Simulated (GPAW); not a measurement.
Write an ASE script for GPAW 26.7.0 that does the following.

* Task: relaxation of cell and atoms
* Functional: PBEsol
* Potentials or basis: PAW data sets generated in the run's folder for this functional
* Cutoff: 600 eV
* Basis: pw
* k mesh: 9 × 9 × 9
* Occupations: fermi-dirac, width 0.05 eV
* Spin: no spin polarisation
* Target pressure: 10 GPa
* Maxiter: 150
* Optimizer: BFGS
* Fmax: 0.02 eV/Å
* Max steps: 60
* Target pressure: 10 GPa
* Convergence: density=1e-05 forces=0.0001

Bi:

```
Bi
1.0
    -1.98143    1.98143    1.98143
     1.98143   -1.98143    1.98143
     1.98143    1.98143   -1.98143
Bi
1
Cartesian
  0.0000 0.0000 0.0000
```

This isn't the form of Bi at room conditions, which is rhombohedral.

One way to write it, as run:

run.py

```python
from ase import Atoms
from ase.filters import FrechetCellFilter
from ase.io import write
from ase.optimize import BFGS
from ase.units import GPa
from gpaw import GPAW, PW, setup_paths

setup_paths.insert(0, '.')

atoms = Atoms(['Bi'],
              cell=[[-1.9814305318, 1.9814305318, 1.9814305318],
                    [1.9814305318, -1.9814305318, 1.9814305318],
                    [1.9814305318, 1.9814305318, -1.9814305318]],
              scaled_positions=[[0.0, 0.0, 0.0]],
              pbc=True)

calc = GPAW(mode=PW(600),
            xc='PBEsol',
            kpts={'size': (9, 9, 9), 'gamma': True},
            occupations={'name': 'fermi-dirac', 'width': 0.05},
            nbands=15,
            convergence={'density': 1e-05, 'forces': 0.0001},
            maxiter=150,
            txt='gpaw.txt')
atoms.calc = calc
opt = BFGS(FrechetCellFilter(atoms, scalar_pressure=10 * GPa), trajectory='relax.traj', logfile='-')
done = opt.run(fmax=0.02, steps=60)
calc.write('gs.gpw')
write('result.traj', atoms)
print('Converged:', done)
print('Cell:', atoms.cell.cellpar().round(4))
print('Volume:', round(atoms.get_volume(), 4))
print(atoms.get_scaled_positions().round(5))
```

Potentials or basis: PAW data sets generated in the run's folder for this functional, pw.

Command:

```bash
$ gpaw-setup -f PBEsol Bi
$ OMP_NUM_THREADS=1 python run.py
```

It gave:

```
Relaxed volume                                         : 26.39 Å³/atom
Relaxed cell                                           : a = 3.248 Å, b = 3.248 Å, c = 3.248 Å, α = 109.47°, β = 109.47°, γ = 109.47°
Space group after relaxing (to 0.05 Å)                 : Im-3m (No. 229)
Energy change on relaxing (the enthalpy is what falls) : +90.1 meV/atom
Ionic steps                                            : 4
Pressure after relaxing                                : 9.9 GPa
Band gap on the k mesh                                 : none (metal or under the smearing width)
```

Caveat: later steps reuse the first step's grids; the volume moved by over 15 % at a fixed basis, so the end points are rough; spin-orbit coupling is left out, which moves the levels of the heavy elements.

Wall time 37 s on 1 thread of Arm Neoverse V1, with other jobs on the host, peak memory 0.16 GiB.
